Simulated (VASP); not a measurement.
Write the native input for VASP 6.6.1 that does the following.

* Task: relaxation of cell and atoms
* Functional: PBEsol
* Potentials or basis: VASP PAW PBE potentials, release 64 (Ga, N)
* Cutoff: 580 eV
* k mesh: 14 × 14 × 14
* Occupations: gaussian, width 0.02 eV
* Spin: no spin polarisation
* Further INCAR settings: ALGO = Normal; EDIFF = 1e-07; IBRION = 2; EDIFFG = -0.005; NSW = 90; ISIF = 3

The structure of GaN lies in POSCAR:

```
GaN
1.0
    0.0000000000      2.1352350000      2.1352350000
    2.1352350000      0.0000000000      2.1352350000
    2.1352350000      2.1352350000      0.0000000000
Ga N
1 1
Direct
    0.0000000000      0.0000000000      0.0000000000
    0.5000000000      0.5000000000      0.5000000000
```

Measurements of this composition are mostly on another form, of space group No. 186.

One way to write it, as run:

INCAR

```
SYSTEM = GaN
PREC     = Accurate       ! precision mode
ENCUT    = 580            ! plane-wave cutoff, eV
EDIFF    = 1E-7           ! SCF threshold, eV
ISMEAR   = 0              ! smearing method
SIGMA    = 0.02           ! smearing width, eV
LREAL    = .False.        ! projectors in reciprocal space
LASPH    = .True.         ! aspherical terms in the spheres
NELM     = 80             ! most SCF steps
ALGO     = Normal         ! electronic algorithm
ISIF     = 3              ! what is computed and relaxed
LWAVE    = .False.        ! write WAVECAR
LCHARG   = .False.        ! write CHGCAR
GGA      = PS             ! functional
IBRION   = 2              ! ionic algorithm
NSW      = 90             ! ionic steps
EDIFFG   = -0.005         ! ionic threshold
```

KPOINTS

```
regular mesh
0
Gamma
  14 14 14
  0 0 0
```

Potentials or basis: VASP PAW PBE potentials, release 64 (Ga, N).

Run with:

```console
$ cat potpaw_PBE.64/Ga/POTCAR potpaw_PBE.64/N/POTCAR > POTCAR
$ mpirun -np 1 vasp_std > vasp.out
```

It gave:

| Item | Value |
| --- | --- |
| Relaxed volume | 9.51 Å³/atom |
| Relaxed cell | a = 2.997 Å, b = 2.997 Å, c = 2.997 Å, α = 60.00°, β = 60.00°, γ = 60.00° |
| Space group after relaxing (to 0.05 Å) | Fm-3m (No. 225) |
| Energy gained by relaxing | 4.0 meV/atom |
| Ionic steps | 3 |
| Pressure after relaxing | 0.0 GPa |
| Band gap on the k mesh | 0.56 eV, indirect (least direct gap 2.68 eV) |

Caveat: the PAW data sets were made with another functional, which shifts forces and pressure a little.

Run time: 12 s on 1 thread of Intel(R) Xeon(R) 6975P-C (Granite Rapids) (shared host), peak memory 0.16 GiB.
